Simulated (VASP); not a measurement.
Here is a VASP 6.6.1 calculation.

The input INCAR:

```
PREC     = Accurate       # precision mode
ENCUT    = 520            # plane-wave cutoff, eV
EDIFF    = 1E-6           # SCF threshold, eV
ISMEAR   = 0              # smearing method
SIGMA    = 0.1            # smearing width, eV
LREAL    = F              # projectors in reciprocal space
LASPH    = T              # aspherical terms in the spheres
NELM     = 120            # most SCF steps
ALGO     = Normal         # electronic algorithm
ISIF     = 3              # what is computed and relaxed
LWAVE    = F              # write WAVECAR
LCHARG   = F              # write CHGCAR
GGA      = PE             # functional
IBRION   = 2              # ionic algorithm
NSW      = 90             # ionic steps
EDIFFG   = -0.01          # ionic threshold
```

Contents of KPOINTS:

```
regular mesh
0
Gamma
  12 12 12
```

File POSCAR:

```
K
1.0
   -2.6125000000      2.6125000000      2.6125000000
    2.6125000000     -2.6125000000      2.6125000000
    2.6125000000      2.6125000000     -2.6125000000
K
1
Direct
    0.0000000000      0.0000000000      0.0000000000
```

Potentials or basis: VASP PAW PBE potentials, release 64 (K_sv).

Command:

```sh
$ cat potpaw_PBE.64/K_sv/POTCAR > POTCAR
$ mpirun -np 1 vasp_std > vasp.out
```

(1) Estimate the band gap on the k mesh.

(2) What does it give for the space group after relaxing (to 0.05 Å)?

Answers

(1) none (metal or under the smearing width).

(2) Im-3m (No. 229).
